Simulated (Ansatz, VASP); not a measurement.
## Y: VASP beside Ansatz

```xyz
1
Lattice="0.0000 2.4901 2.4901 2.4901 0.0000 2.4901 2.4901 2.4901 0.0000" Properties=species:S:1:pos:R:3 pbc="T T T"
Y     0.0000    0.0000    0.0000
```

Alike in both runs: task single point; functional revPBE; k mesh 12 × 12 × 12; occupations fermi-dirac, width 0.1 eV; no spin polarisation.

|  | VASP | Ansatz |
| --- | --- | --- |
| version | VASP 6.6.1 | Ansatz 0.2.0 |
| potentials or method | VASP PAW PBE potentials, release 64 (Y_sv) | plane waves (420 eV) with PAW, scalar-relativistic |
| plane-wave cutoff (eV) | 520 | 420 |
| valence electrons in the cell | 11 | 11 |

VASP gave:

```
pressure (GPa) : 3.3
```

Problem. Estimate Ansatz's values.

Solution. Pressure (GPa): 3.5.

Caveats: the PAW data sets were made with another functional, which shifts forces and pressure a little (VASP).
